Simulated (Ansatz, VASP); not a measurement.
**Two plane-wave programs on P**

```xyz
1
Lattice="2.4339 0.0000 0.0000 0.0000 2.4339 0.0000 0.0000 0.0000 2.4339" Properties=species:S:1:pos:R:3 pbc="T T T"
P     0.0000    0.0000    0.0000
```

This isn't the form of P at room conditions, which is orthorhombic.

Alike in both runs: functional r2SCAN; k mesh 10 × 10 × 10; occupations gaussian, width 0.1 eV; no spin polarisation.

Ansatz relaxed the structure, and its values are those at the end. VASP's run is a single point on that final structure, the one shown.

|  | VASP | Ansatz |
| --- | --- | --- |
| version | VASP 6.6.1 | Ansatz 0.2.0 |
| potentials or method | VASP PAW PBE potentials, release 64 (P) | scalar-relativistic, plane waves, PAW |
| plane-wave cutoff (eV) | 520 | 500 |
| valence electrons in the cell | 5 | 5 |

Ansatz gave:

* gap on the k mesh at the Fermi level (eV): none
* pressure (GPa): 0.0

What did VASP give for the same quantities?

gap on the k mesh at the Fermi level (eV): none; pressure (GPa): -0.5.

A gap of «none» marks a metal or a gap that the smearing closes. The functional is the same, so the differences come from potentials, cutoffs and numerics.

Caveats: the PAW data sets were made with another functional, which shifts forces and pressure a little (VASP).
